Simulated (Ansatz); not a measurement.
Os: a run of Ansatz with trial settings.

```yaml
crystal:
  lattice:
    - [2.7461342319, 0.0, 0.0]
    - [-1.373067116, 2.378222007, 0.0]
    - [0.0, 0.0, 4.32631422]
  atoms:
    - { symbol: Os, position: [0.3333333333, 0.6666666667, 0.25] }
    - { symbol: Os, position: [0.6666666667, 0.3333333333, 0.75] }
basis:
  ecutwfc: 420
kpoints:
  mp_grid: { grid: [3, 3, 2] }
hamiltonian:
  xc: pbe
scf:
  occupations: { method: gaussian, width: 0.1 }
  mixing: { beta: 0.57, ndim: 12, preconditioner: local_kerker }
  max_iter: 84
output:
  forces: true
  stress: true
  eigenvalues: true
relax:
  adjacent_minimum: "off"
  f_tol: 0.01
  max_steps: 5
```

Command:

```bash
ansatz run input.yaml --threads 1 --pin off --max-ram 1331MiB --backend cpu --events-out ev --progress --plain --runs-dir out
```

Output, shortened (HF is the Harris–Foulkes energy, dr2 the density residual in eV):

```text
Warning: output.stress: scf.convergence.dr2_threshold = 1e-7 eV (the SCF's general default) is looser than the 2e-10 eV advised for a printed stress (1e-10 eV for each atom of the cell: 2). What an SCF threshold leaves in a stress goes as its square root …
The last accepted step is kept in <dir> (removed where the run ends without a failure and the disk answers)
Pseudopotential: Os, paw, valence charge 16, recommended cutoff 420 eV (normal)
Crystal: 2 atoms, lattice volume = 28.255 Å³
Basis set: ecut = 420 eV, 561 PW (Γ), exchange–correlation on 40×40×60 points (8 copies of the dense FFT grid, shifted against one another)
Bands: 20, of which v1, the nominal top of the filled ones, is band 16 counted from 1 (15 counted from 0)
Symmetry: 24 space group operations
Space group: P63/mmc (ITA 194), of the structure as read, at distance tolerance 3.0e-5 Å
k-points: 6 of 18
Initial density: superposition of atomic densities, corrected by the library's trained network
SCF iter   1: HF=-22768.137943 eV  Δρ=1.73e-2  dr2=3.46e-2
SCF iter   2: HF=-22768.133909 eV  Δρ=7.89e-3  dr2=6.79e-3
SCF iter   3: HF=-22768.133704 eV  Δρ=6.94e-4  dr2=5.10e-5
SCF iter   4: HF=-22768.133745 eV  Δρ=6.02e-5  dr2=3.38e-7
SCF iter   5: F=-22768.133745 eV  HF=-22768.133745 eV  Δρ=7.76e-6  dr2=5.10e-9
SCF iter   6: F=-22768.133745 eV  HF=-22768.133745 eV  Δρ=5.23e-7  dr2=2.69e-11
SCF 1 converged in 6 iterations: F = -22768.133745 eV  dr2 = 2.69e-11
relax step   1: F+E_penalty+E_count = -22768.13374535 eV  Δ(F+E_penalty+E_count) = +0.000e0 eV  max|allowed force component| = 4.626e-17 eV/Å  Δτ_max = 0.0000 Å  (6 SCF iters, accepted)
SCF converged after 6 iterations
Free energy (F): -22768.133745 eV
E sigma→0 (E₀):  -22768.130166 eV
Entropy (-TS):   -0.007158 eV (-3.579 meV/atom)
Fermi energy:    26.196544 eV
--- Forces (eV/Å), atoms counted from 1 ---
  atom   1  Os     0.00000000     0.00000000     0.00000000
  atom   2  Os    -0.00000000     0.00000000     0.00000000
--- Stress (GPa, compression-positive) ---
       31.721430      -0.000000       0.000000
       -0.000000      31.721430       0.000000
        0.000000       0.000000     -22.652587
  P = ⅓ Tr σ = 13.5968 GPa (135.968 kbar)
```

Settings here are deliberately varied, not converged.